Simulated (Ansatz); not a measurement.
# TiO: equilibrium cell

Method: plane-wave DFT with PAW (Ansatz; 420 eV, 500 eV for r²SCAN). Each run relaxes cell and atoms to zero pressure from this start:

```
Ti O
1.0
     2.85161    0.00000    0.00000
    -1.42580    2.46956    0.00000
     0.00000    0.00000    5.56750
Ti O
2 2
Cartesian
  0.0000 1.6464 1.3919
  1.4258 0.8232 4.1756
  0.0000 0.0000 0.0000
  0.0000 0.0000 2.7838
```

| Quantity | Value |
| --- | --- |
| Γ-centred k-mesh | 18×18×8 |
| occupation rule | Gaussian smearing, 0.1 eV |
| spin treatment | unpolarised |

Lengths are those of the conventional cell, space group P6_3/mmc.

**Question.** Order by relaxed volume, smallest first.
A. PBEsol, none
B. PBEsol, D3(BJ)
C. r2SCAN, rVV10
D. PBEsol, D4
E. r2SCAN, none
F. PBEsol, D3(BJ)+ATM

**Answer.** B (9.14 Å³/atom), F (9.19 Å³/atom), D (9.29 Å³/atom), A (9.39 Å³/atom), C (9.51 Å³/atom), E (9.58 Å³/atom).

```tsv
dispersion correction	a (Å)	c (Å)	volume (Å³/atom)	gap on mesh (eV)
PBEsol, none	2.819	5.456	9.39	metal
PBEsol, D3(BJ)	2.794	5.408	9.14	metal
PBEsol, D3(BJ)+ATM	2.799	5.419	9.19	metal
PBEsol, D4	2.810	5.432	9.29	metal
r2SCAN, none	2.826	5.541	9.58	metal
r2SCAN, rVV10	2.820	5.528	9.51	metal
```

This form isn't the usual stable structure of the compound.

Cost: 6 runs of about 12 core-minutes in all, on Intel Xeon Processor @ 2.50GHz (Skylake/Cascade Lake) (shared hosts).